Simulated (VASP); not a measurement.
# TiO2 (Anatase) (I4_1/amd) in VASP: further runs

The runs below take TiO2 (Anatase) through single point, with PBE.

Everything below comes from runs of VASP 6.6.1. Logs are shortened: lines on timing, memory, paths and dates and some standing lists are left out, and cuts for length are marked.

### Step 1. The structure

It takes space group I4_1/amd (No. 141, tetragonal). Conventional cell: a = 3.784 Å, b = 3.784 Å, c = 9.515 Å, α = 90.00°, β = 90.00°, γ = 90.00°. Around Ti (site symmetry -4m2) lie 6 O at 1.93 to 1.98 Å. O (site symmetry 2mm) has 3 Ti at 1.93 to 1.98 Å as nearest neighbours.

### Step 2. Single point, PBE

INCAR reads:

```
SYSTEM = TiO2
ADDGRID = .FALSE.
ALGO = Normal
EDIFF = 1E-5
ENCUT = 460
GGA = PE
ISIF = 2
ISMEAR = 0
LASPH = .TRUE.
LCHARG = .FALSE.
LREAL = .FALSE.
LWAVE = .FALSE.
NELM = 100
PREC = Accurate
SIGMA = 0.05
```

KPOINTS reads:

```
k-points
0
G
  5 5 5
  0 0 0
```

POSCAR reads:

```
TiO2
1.0
   -1.8921000000      1.8921000000      4.7573000000
    1.8921000000     -1.8921000000      4.7573000000
    1.8921000000      1.8921000000     -4.7573000000
Ti O
2 4
Direct
    0.7634100000      0.2505420000      0.5022120000
    0.0240310000     -0.0225460000     -0.0109780000
    0.8032660000      0.7916050000      0.0039110000
    0.5255800000      0.0234350000      0.4817660000
    0.9615640000      0.4693800000      0.5068500000
    0.1853180000      0.2146180000     -0.0384270000
```

Potentials or basis: VASP PAW PBE potentials, release 64 (Ti, O).

Run with:

```bash
cat potpaw_PBE.64/Ti/POTCAR potpaw_PBE.64/O/POTCAR > POTCAR
mpirun -np 1 vasp_std > vasp.out
```

OUTCAR:

```text
SYSTEM = TiO2
   EDIFF = 1E-5
   ENCUT = 460
   GGA = PE
   ISIF = 2
   ISMEAR = 0
   LASPH = .TRUE.
   LREAL = .FALSE.
   NELM = 100
   PREC = Accurate

 Found     63 irreducible k-points:

 Following reciprocal coordinates:
            Coordinates               Weight
  0.000000  0.000000  0.000000      1.000000
  0.200000 -0.000000  0.000000      2.000000
 -0.000000  0.200000  0.000000      2.000000
 -0.000000  0.200000 -0.200000      2.000000
  0.200000 -0.000000 -0.200000      2.000000
  0.400000  0.000000  0.000000      2.000000
   k-points           NKPTS =     63   k-points in BZ     NKDIM =     63   number of bands    NBANDS=     20
   number of dos      NEDOS =    301   number of ions     NIONS =      6
   total plane-waves  NPLWV =  64000
   dimension x,y,z NGX =    40 NGY =   40 NGZ =   40
   dimension x,y,z NGXF=    80 NGYF=   80 NGZF=   80
   ions per type =               2   4
   NGX,Y,Z   is equivalent  to a cutoff of  12.18, 12.18, 12.18 a.u.
   NGXF,Y,Z  is equivalent  to a cutoff of  24.37, 24.37, 24.37 a.u.
 SYSTEM =  TiO2
   PREC   = accura    normal or accurate (medium, high low for compatibility)
   ISTART =      0    job   : 0-new  1-cont  2-samecut
   ICHARG =      2    charge: 1-file 2-atom 10-const
   ISPIN  =      1    spin polarized calculation?
   LNONCOLLINEAR =      F non collinear calculations
   LSORBIT =      F    spin-orbit coupling
   LASPH  =      T    aspherical Exc in radial PAW
   ENCUT  =  460.0 eV  33.81 Ry    5.81 a.u.   9.55  9.55  9.55*2*pi/ulx,y,z
   NELM   =    100;   NELMIN=  2; NELMDL= -5     # of ELM steps
   EDIFF  = 0.1E-04   stopping-criterion for ELM
   LREAL  =      F    real-space projection
   EDIFFG = 0.1E-03   stopping-criterion for IOM
   NSW    =      0    number of steps for IOM
   IBRION =     -1    ionic relax: 0-MD 1-quasi-New 2-CG
   NFREE  =      0    steps in history (QN), initial steepest desc. (CG)
   ISIF   =      2    stress and relaxation
   ISYM   =      2    0-nonsym 1-usesym 2-fastsym
   POTIM  = 0.5000    time-step for ionic-motion
   TEBEG  =    0.0;   TEEND  =   0.0 temperature during run
   PSTRESS=    0.0 pullay stress
   NELECT =      32.0000    total number of electrons
   NUPDOWN=      -1.0000    fix difference up-down
   EMIN   =  10.00;   EMAX   =-10.00  energy-range for DOS
[... 5 lines left out ...]
     AMIX     =   0.40;   BMIX     =  1.00
     AMIX_MAG =   1.60;   BMIX_MAG =  1.00
  volume/ion in A,a.u.               =      11.35        76.62
  Fermi-wavevector in a.u.,A,eV,Ry     =   1.272590  2.404847 22.034444  1.619486
  Thomas-Fermi vector in A             =   2.405460
   LORBIT       =      0    0 simple, 1 ext, 2 COOP (PROOUT), +10 PAW based schemes
   GGA     = PE    functional components
   LHFCALC =     F    Hartree Fock is set to
   AEXX    =    0.0000 exact exchange contribution
   IVDW    =     0    specifies the selected vdW correction
   LEPSILON=     F    determine dielectric tensor
   LRPA    =     F    only Hartree local field effects (RPA)
 non-spin polarized calculation
 Gauss-broadening in eV      SIGMA  =   0.05
  energy-cutoff  :      460.00
  volume of cell :       68.13
 maximum number of plane-waves:      1547
 NGX is ok and might be reduce to    40
   NGX = 19   NGY = 19   NGZ = 19

 number of electron      32.0000003 magnetization

 Free energy of the ion-electron system (eV)
  ---------------------------------------------------
  ext. energy  EPLUGINS =         0.00000000
  ---------------------------------------------------
  free energy    TOTEN  =       -52.51203853 eV

  energy without entropy =      -52.51203853  energy(sigma->0) =      -52.51203853

 E-fermi :   1.0545     XC(G=0): -10.5306

 val. band max:        0.7775869313   @ k =   0.0000   0.0000  -0.4000
 cond. band min:       2.9954194970   @ k =   0.0000   0.0000   0.0000
 fundamental gap:      2.2178325657
 Fermi energy:         1.0545084895

 k-point     1 :       0.0000    0.0000    0.0000
  band No.  band energies     occupation
      1     -16.9516      2.00000
      2     -16.0560      2.00000
      3     -15.8450      2.00000
      4     -15.5318      2.00000
      5      -3.1899      2.00000
      6      -3.0621      2.00000
[... 12 lines left out ...]
     19       4.2127      0.00000
     20       4.4015      0.00000

 k-point     2 :       0.2000   -0.0000    0.0000
  band No.  band energies     occupation
      1     -16.7764      2.00000
      2     -15.9688      2.00000
      3     -15.7591      2.00000
      4     -15.5064      2.00000
      5      -3.3682      2.00000
      6      -3.1765      2.00000
[... 12 lines left out ...]
     19       3.9153      0.00000
     20       4.2920      0.00000

 k-point     3 :      -0.0000    0.2000    0.0000
  band No.  band energies     occupation
      1     -16.7708      2.00000
      2     -15.9982      2.00000
      3     -15.7920      2.00000
      4     -15.5025      2.00000
      5      -3.6331      2.00000
      6      -3.1103      2.00000
[... 12 lines left out ...]
     19       3.8948      0.00000
     20       4.1808      0.00000

 k-point     4 :      -0.0000    0.2000   -0.2000
  band No.  band energies     occupation
      1     -16.7705      2.00000
      2     -15.9708      2.00000
      3     -15.7636      2.00000
      4     -15.5065      2.00000
      5      -3.3734      2.00000
      6      -3.2088      2.00000
[... 12 lines left out ...]
     19       3.8919      0.00000
     20       4.2928      0.00000

 k-point     5 :       0.2000   -0.0000   -0.2000
  band No.  band energies     occupation
      1     -16.7739      2.00000
      2     -15.9970      2.00000
      3     -15.7893      2.00000
      4     -15.5032      2.00000
      5      -3.6163      2.00000
      6      -3.1404      2.00000
[... 12 lines left out ...]
     19       3.9334      0.00000
     20       4.1391      0.00000

 k-point     6 :       0.4000    0.0000    0.0000
  band No.  band energies     occupation
      1     -16.5063      2.00000
      2     -15.7875      2.00000
      3     -15.6449      2.00000
      4     -15.4263      2.00000
      5      -3.9062      2.00000
      6      -3.3885      2.00000
[... 12 lines left out ...]
     19       4.2656      0.00000
     20       4.5774      0.00000

 [... further k-points ...]
[... 5 lines left out ...]
  --------------------------------------------------------------------------------------
  -------------------------------------------------------------------------------------
  Total        5.3598037      7.6374725      1.1859104      0.1873235      0.3622367      0.4111596
  in kB      126.0522981    179.6186969     27.8903365      4.4054892      8.5191115      9.6696855
  external PRESSURE =     111.1871105 kB  Pullay stress =       0.0000000 kB

 VOLUME and BASIS-vectors are now :
 -----------------------------------------------------------------------------
  energy-cutoff  :      460.00
  volume of cell :       68.13
      direct lattice vectors                 reciprocal lattice vectors
    -1.892100000  1.892100000  4.757300000     0.000000000  0.264256646  0.105101633
     1.892100000 -1.892100000  4.757300000     0.264256646  0.000000000  0.105101633
     1.892100000  1.892100000 -4.757300000     0.264256646  0.264256646  0.000000000

 POSITION                                       TOTAL-FORCE (eV/Angst)
 -----------------------------------------------------------------------------------
     -0.02016      1.92063      2.43450         0.093440     -1.693968      0.030490
      3.67530      0.06736      0.05929         1.314851     -0.985308     -0.406096
     -0.01466      0.02946      7.56867         0.151470     -0.551254     -0.024596
     -0.03856      1.86166      0.31992         0.273613      0.588231      1.248762
      0.02775      1.89027      4.39619        -1.813140     -0.239454      0.138226
      1.87483      1.76395     -2.67188        -0.020234      2.881753     -0.986786
 -----------------------------------------------------------------------------------
    total drift:                                0.000217     -0.000223      0.000255

  FREE ENERGIE OF THE ION-ELECTRON SYSTEM (eV)
  ---------------------------------------------------
  free  energy   TOTEN  =       -52.5120385270 eV

  energy  without entropy=      -52.5120385270  energy(sigma->0) =      -52.51203853
```

It took 81 s on 1 thread of Intel Xeon Platinum 8488C (Sapphire Rapids), shared host; peak memory 0.26 GiB.

These settings aren't checked as converged: the numbers below hold their error.

What came out:

```
Free energy            : -52.5120 eV
Pressure               : 11.1 GPa
Largest force          : 3.046 eV/Å
Band gap on the k mesh : 2.22 eV, indirect (least direct gap 2.63 eV)
```

Caveat: the k mesh is coarse (spacing up to 0.47 Å⁻¹), so the values aren't converged; the cutoff is under 1.25 times the usual one of these potentials, so pressure, stress and relaxed cells hold a basis-set (Pulay) error; an odd mesh through Γ misses points on the zone boundary, where band edges often lie.

### Step 3. Single point, PBE

Changes to INCAR since step 2:

```diff
@@ -3,3 +3,3 @@
 ALGO = Normal
-EDIFF = 1E-5
+EDIFF = 1E-6
 ENCUT = 460
```

KPOINTS is that of step 2.

POSCAR reads:

```
TiO2
1.0
   -1.8921000000      1.8921000000      4.7573000000
    1.8921000000     -1.8921000000      4.7573000000
    1.8921000000      1.8921000000     -4.7573000000
Ti O
2 4
Direct
    0.7500000000      0.2500000000      0.5000000000
    0.0000000000      0.0000000000      0.0000000000
    0.7919000000      0.7919000000      0.0000000000
    0.5419000000      0.0419000000      0.5000000000
    0.9581000000      0.4581000000      0.5000000000
    0.2081000000      0.2081000000      0.0000000000
```

Potentials or basis: VASP PAW PBE potentials, release 64 (Ti, O).

Run with:

```bash
cat potpaw_PBE.64/Ti/POTCAR potpaw_PBE.64/O/POTCAR > POTCAR
mpirun -np 1 vasp_std > vasp.out
```

Wall time 31 s (1 thread of Intel Xeon Platinum 8488C (Sapphire Rapids), shared host); peak memory 0.23 GiB.

These settings aren't checked as converged: the numbers below hold their error.

What came out:

| Quantity | Value |
| --- | --- |
| Free energy | -52.9274 eV |
| Pressure | 7.6 GPa |
| Largest force | 0.163 eV/Å |
| Band gap on the k mesh | 1.95 eV, indirect (least direct gap 2.28 eV) |

Caveat: the k mesh is coarse (spacing up to 0.47 Å⁻¹), so the values aren't converged; the cutoff is under 1.25 times the usual one of these potentials, so pressure, stress and relaxed cells hold a basis-set (Pulay) error; an odd mesh through Γ misses points on the zone boundary, where band edges often lie.

### Step 4. The reference run

An earlier run on the cell as given: functional PBEsol; potentials or basis VASP PAW PBE potentials, release 64 (Ti_sv, O); cutoff 520 eV; k mesh 10 × 10 × 10; occupations fermi-dirac, width 0.05 eV; no spin polarisation.

- Pressure: -0.4 GPa
- Largest force: 0.012 eV/Å
- Band gap on the k mesh: 2.06 eV, indirect (least direct gap 2.40 eV)
